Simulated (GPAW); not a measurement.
## GaSb in GPAW: convergence with grid spacing (A)

Input of the first run (grid spacing (A) 0.26); the others differ in this setting and in those tied to it:

The input run.py:

```python
from ase.dft.bandgap import bandgap
from ase.io import read, write
from gpaw import GPAW

atoms = read('POSCAR')

calc = GPAW(mode='fd',
            h=0.26,
            xc='LDA',
            kpts={'size': (8, 8, 8), 'gamma': True},
            occupations={'name': 'fermi-dirac', 'width': 0.05},
            nbands=18,
            convergence={'density': 1e-05, 'energy': 1e-05},
            maxiter=100,
            txt='gpaw.txt')
atoms.calc = calc
energy = atoms.get_potential_energy()
forces = atoms.get_forces()
calc.write('gs.gpw')
write('result.traj', atoms)
print(f'Energy: {energy:.6f} eV')
print('Forces (eV/A):')
print(forces.round(4))
print('Fermi level:', round(calc.get_fermi_level(), 4), 'eV')
print(f'Gap: {bandgap(calc)[0]:.4f} eV, direct: {bandgap(calc, direct=True)[0]:.4f} eV')
```

File POSCAR:

```
GaSb
1.0
    0.0000000000      3.0590000000      3.0590000000
    3.0590000000      0.0000000000      3.0590000000
    3.0590000000      3.0590000000      0.0000000000
Sb Ga
1 1
Direct
    0.7500000000      0.7500000000      0.7500000000
    0.0000000000      0.0000000000      0.0000000000
```

Potentials or basis: the program's PAW data sets (release 1.2.1) made for this functional, fd.

The run is started by

```bash
$ OMP_NUM_THREADS=1 python run.py
```

Hardware: 1 thread of Arm Neoverse V1, on a shared host.

```
grid spacing (A)  energy less the tightest run, at zero smearing (meV/atom)  SCF cycles  CPU time (s)  peak memory (GiB)
            0.26                                                    -358.97           9            11               0.15
            0.23                                                     -65.92           9            20               0.19
             0.2                                                     -65.92           9            20               0.18
            0.18                                                     -17.34          10            41               0.25
            0.16                                                      -4.20          10            68               0.36
            0.14                                                      -4.20          10            65               0.35
            0.12                                                       0.00          10           100                0.5
```

Not settled before the last step: the energy (to 1 meV/atom). The tightest run that finished is the yardstick and may itself not be fully converged.

Caveat, for the tightest run too: the real-space grid adds noise to forces. Spin-orbit coupling is left out, which matters for the levels of Sb.
